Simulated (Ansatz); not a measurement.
# TiAl: the cost of one run

Method: DFT PBE, scalar-relativistic, plane waves, PAW, in Ansatz 0.2.0.

The COD cell was measured well above room temperature, so it is larger than a cold one.

3 further runs of the same task are left out: 3 set aside as unsound or not needed.

## (1) Starting point

The structure is cubic, space group Pm-3m (No. 221). The conventional cell has a = 3.186 Å, b = 3.186 Å, c = 3.186 Å, α = 90.00°, β = 90.00°, γ = 90.00°. Ti (site symmetry m-3m) has 8 Al at 2.76 Å as nearest neighbours. Al (site symmetry m-3m) has 8 Ti at 2.76 Å as nearest neighbours.

As a file:

```cif
data_structure
_symmetry_space_group_name_H-M 'P 1'
_symmetry_Int_Tables_number 1
_cell_length_a 3.1863
_cell_length_b 3.1863
_cell_length_c 3.1863
_cell_angle_alpha 90.000
_cell_angle_beta 90.000
_cell_angle_gamma 90.000
_cell_volume 32.35
loop_
_atom_site_label
_atom_site_type_symbol
_atom_site_fract_x
_atom_site_fract_y
_atom_site_fract_z
_atom_site_occupancy
Ti1 Ti 0.50000 0.50000 0.50000 1
Al1 Al 0.00000 0.00000 0.00000 1
```

It is the result of an earlier relaxation at this level (volume 16.17 Å³/atom; gap on the mesh: none (metal)).

## (2) Building the [110] wire, 10 host atoms a period

The wire is cut from the relaxed crystal, periodic along c with vacuum across. Atoms and period relax; energies count from the bulk, -1518.8496 eV an atom.

The cell holds 5 Ti, 5 Al: a = 13.500 Å, b = 14.100 Å, c = 4.506 Å, α = 90.00°, β = 90.00°, γ = 90.00°.

## (3) The relaxation run

Pressure and volume refer to the whole cell with its vacuum; only the period along c may change.

input.yaml

```yaml
crystal:
  lattice:
    - [13.5, 0.0, 0.0]
    - [0.0, 14.1, 0.0]
    - [0.0, 0.0, 4.5061138817]
  atoms:
    - { symbol: Ti, position: [0.5, 0.5564947461, 0.0] }
    - { symbol: Ti, position: [0.5, 0.3305157616, 0.0] }
    - { symbol: Ti, position: [0.3331068933, 0.5564947461, 0.5] }
    - { symbol: Ti, position: [0.6668931067, 0.5564947461, 0.5] }
    - { symbol: Ti, position: [0.6668931067, 0.3305157616, 0.5] }
    - { symbol: Al, position: [0.3331068933, 0.4435052539, 0.0] }
    - { symbol: Al, position: [0.6668931067, 0.6694842384, 0.0] }
    - { symbol: Al, position: [0.6668931067, 0.4435052539, 0.0] }
    - { symbol: Al, position: [0.5, 0.6694842384, 0.5] }
    - { symbol: Al, position: [0.5, 0.4435052539, 0.5] }
basis:
  ecutwfc: 420
kpoints:
  mp_grid: { grid: [1, 1, 12] }
hamiltonian:
  xc: pbe
scf:
  occupations: { method: gaussian, width: 0.05 }
output:
  forces: true
  stress: true
  eigenvalues: true
  populations: true
  write_density: true
  write_potential: true
  elf: true
  volumetric_format: npy
relax:
  adjacent_minimum: "off"
  f_tol: 0.02
  max_steps: 45
  cell: { fix: [a, b, alpha, beta, gamma], stress_tol: 0.03 }
```

Command:

```
ansatz run input.yaml --threads 4 --pin off --max-ram 11264MiB --backend cpu --events-out ev --progress --plain --runs-dir out
```

What time and memory should one allow on 4 threads of Intel Xeon 6975P-C (Granite Rapids), shared host?

About 2.4 min, with a peak of 1.5 GiB.
